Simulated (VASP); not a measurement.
A VASP 6.6.1 single-point calculation on KTaO3

INCAR

```
PREC = Accurate
ENCUT = 520
ISIF = 2
IBRION = -1
NELM = 52
LWAVE = .FALSE.
LASPH = .TRUE.
SIGMA = 0.005
LREAL = .FALSE.
LCHARG = .FALSE.
EDIFF = 1E-7
NSW = 0
GGA = CA
ISMEAR = 1
NBANDS = 27
```

KPOINTS

```
KPOINTS created by Atomic Simulation Environment
0
Gamma
6 6 6
0 0 0
```

POSCAR

```
K  Ta O
 1.0000000000000000
     3.9901311115727016    0.0000000000000000    0.0000000000000000
     0.0000000000000000    3.9901311115727016    0.0000000000000000
     0.0000000000000000    0.0000000000000000    3.9901311115727016
 K   Ta  O
   1   1   3
Cartesian
 -0.0000000000000000 -0.0000000000000000 -0.0000000000000000
  1.9950655557863506  1.9950655557863506  1.9950655557863506
  1.9950655557863506  1.9950655557863506  0.0000000000000000
  1.9950655557863506 -0.0000000000000000  1.9950655557863506
  0.0000000000000000  1.9950655557863506  1.9950655557863506
```

The recommended LDA PAW datasets give the neutral cell 38 valence electrons.

Command

```
mpirun -np 1 vasp_std
```

**Question.** How does this run end, and what does it give?

**Answer.** It converged. Results: gap between bands v and c on the k mesh 2.02 eV; least direct gap on the k mesh 2.64 eV; pressure -4.7 GPa. Band v is the last that the valence electrons fill when counted band by band, and c is the next.

OSZICAR

```
N       E                     dE             d eps       ncg     rms          rms(c)
DAV:   1     0.334686563379E+03    0.33469E+03   -0.21081E+04  1080   0.144E+03
DAV:   2    -0.323312528535E+02   -0.36702E+03   -0.35370E+03  1239   0.412E+02
DAV:   3    -0.528648325692E+02   -0.20534E+02   -0.20419E+02  1418   0.933E+01
DAV:   4    -0.533584079978E+02   -0.49358E+00   -0.49265E+00  1840   0.130E+01
DAV:   5    -0.533616322331E+02   -0.32242E-02   -0.32239E-02  1361   0.956E-01    0.338E+01
DAV:   6    -0.454408956253E+02    0.79207E+01   -0.33977E+01  1258   0.390E+01    0.132E+01
DAV:   7    -0.451501618562E+02    0.29073E+00   -0.18909E+00  1388   0.877E+00    0.916E+00
DAV:   8    -0.450564560358E+02    0.93706E-01   -0.40405E-01  1300   0.511E+00    0.240E+00
DAV:   9    -0.450397869945E+02    0.16669E-01   -0.34116E-02  1299   0.146E+00    0.290E-01
DAV:  10    -0.450383877508E+02    0.13992E-02   -0.13740E-02  1468   0.739E-01    0.158E-01
DAV:  11    -0.450382157285E+02    0.17202E-03   -0.18741E-03  1390   0.253E-01    0.461E-02
DAV:  12    -0.450382041289E+02    0.11600E-04   -0.66422E-05  1540   0.627E-02    0.117E-02
DAV:  13    -0.450382040164E+02    0.11254E-06   -0.40329E-06  1401   0.132E-02    0.417E-03
DAV:  14    -0.450382039376E+02    0.78812E-07   -0.44554E-07  1380   0.455E-03
   1 F= -.45038204E+02 E0= -.45038204E+02  d E =0.167888E-83
```

For comparison, a separate LDA run of the intended cell, on usual settings and not on those above, gives a gap of 2.02 eV on its mesh and a pressure of -4.7 GPa.
